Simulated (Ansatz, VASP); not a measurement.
# CaB2 in VASP and in Ansatz

File INCAR:

```
  ALGO = Normal
  EDIFF = 1E-6
  ENCUT = 520
  GGA = PE
  ISIF = 2
  ISMEAR = 0
  LASPH = T
  LCHARG = F
  LREAL = F
  LWAVE = F
  NBANDS = 15
  NELM = 100
  PREC = Accurate
  SIGMA = 0.1
```

KPOINTS

```
k-points
0
Gamma
  6 6 4
```

File POSCAR:

```
CaB2
1.0
    3.2264302843      0.0000000000      0.0000000000
   -1.6132151421      2.7941705897      0.0000000000
    0.0000000000      0.0000000000      4.0673920000
Ca B
1 2
Direct
    0.0000000000      0.0000000000      0.0000000000
    0.3333333333      0.6666666667      0.5000000000
    0.6666666667      0.3333333333      0.5000000000
```

Input for Ansatz:

```yaml
crystal:
  lattice:
    - [3.2264302843, 0.0, 0.0]
    - [-1.6132151421, 2.7941705897, 0.0]
    - [0.0, 0.0, 4.067392]
  atoms:
    - { symbol: Ca, position: [0.0, 0.0, 0.0] }
    - { symbol: B, position: [0.3333333333, 0.6666666667, 0.5] }
    - { symbol: B, position: [0.6666666667, 0.3333333333, 0.5] }
basis:
  ecutwfc: 420
  ecutrho_ratio: 6
kpoints:
  mp_grid: { grid: [6, 6, 4] }
hamiltonian:
  xc: pbe
scf:
  occupations: { method: gaussian, width: 0.1 }
  lower_state_search: "off"
  max_iter: 85
output:
  forces: true
  stress: true
  eigenvalues: true
```

Alike in both runs: task single point; functional PBE; k mesh 6 × 6 × 4; occupations gaussian, width 0.1 eV; no spin polarisation.

|  | VASP | Ansatz |
| --- | --- | --- |
| version | VASP 6.6.1 | Ansatz 0.2.0 |
| potentials or method | VASP PAW PBE potentials, release 64 (Ca_sv, B) | scalar-relativistic, plane waves, PAW |
| plane-wave cutoff (eV) | 520 | 420 |
| valence electrons in the cell | 16 | 16 |

Ansatz gave:

* gap on the k mesh at the Fermi level (eV): none
* pressure (GPa): -0.3
* largest component of the traceless stress (GPa): 0.15

Question: Which values does VASP return?

Answer: gap on the k mesh at the Fermi level (eV): none; pressure (GPa): 0.0; largest component of the traceless stress (GPa): 0.00.

A gap of «none» marks a metal or a gap that the smearing closes. The functional is the same, so the differences come from potentials, cutoffs and numerics.

Caveats: the k mesh is coarse (spacing up to 0.39 Å⁻¹), so the values aren't converged.
